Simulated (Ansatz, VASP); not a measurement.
K in VASP and in Ansatz

Contents of INCAR:

```
SYSTEM = K
PREC = Accurate
ENCUT = 600
EDIFF = 1E-6
ISMEAR = 0
SIGMA = 0.1
LREAL = .False.
LASPH = .True.
NELM = 100
ALGO = Normal
ISIF = 3
LWAVE = .False.
LCHARG = .False.
GGA = PE
IVDW = 12
IBRION = 2
NSW = 100
EDIFFG = -0.005
```

Contents of KPOINTS:

```
regular mesh
0
Gamma
  12 12 12
  0 0 0
```

POSCAR

```
K
1.0
    0.0000000000      3.2597550010      3.2597550010
    3.2597550010      0.0000000000      3.2597550010
    3.2597550010      3.2597550010      0.0000000000
K
1
Direct
    0.0000000000      0.0000000000      0.0000000000
```

Input for Ansatz:

```yaml
crystal:
  lattice:
    - [0.0, 3.2597549988, 3.2597549988]
    - [3.2597549988, 0.0, 3.2597549988]
    - [3.2597549988, 3.2597549988, 0.0]
  atoms:
    - { symbol: K, position: [0.0, 0.0, 0.0] }
basis:
  ecutwfc: 420
kpoints:
  mp_grid: { grid: [12, 12, 12] }
hamiltonian:
  xc: pbe
  dispersion: d3bj
scf:
  occupations: { method: gaussian, width: 0.1 }
output:
  forces: true
  stress: true
  eigenvalues: true
relax:
  adjacent_minimum: "off"
  f_tol: 0.005
  max_steps: 80
  cell: { stress_tol: 0.05 }
```

This isn't the form of K at room conditions, which is bcc.

Alike in both runs: task relaxation of cell and atoms; functional PBE; dispersion D3(BJ); k mesh 12 × 12 × 12; occupations gaussian, width 0.1 eV; no spin polarisation.

```csv
,VASP,Ansatz
version,VASP 6.6.1,Ansatz 0.2.0
potentials or method,"VASP PAW PBE potentials, release 64 (K_sv)","scalar-relativistic, plane waves, PAW"
plane-wave cutoff (eV),600,420
valence electrons in the cell,9,9
```

|  | VASP | Ansatz | Ansatz less VASP |
| --- | --- | --- | --- |
| gap on the k mesh at the Fermi level, each at its own relaxed structure (eV) | none | none | - |
| relaxed volume (Å³/atom) | 69.23 | 69.28 | +0.051 |
| relaxed cell length with the largest relative difference (Å) | 4.609 | 4.610 | +0.0011 |

A gap of «none» marks a metal or a gap that the smearing closes.

Caveats: pairwise dispersion overbinds metals, which lowers pressure and volume.
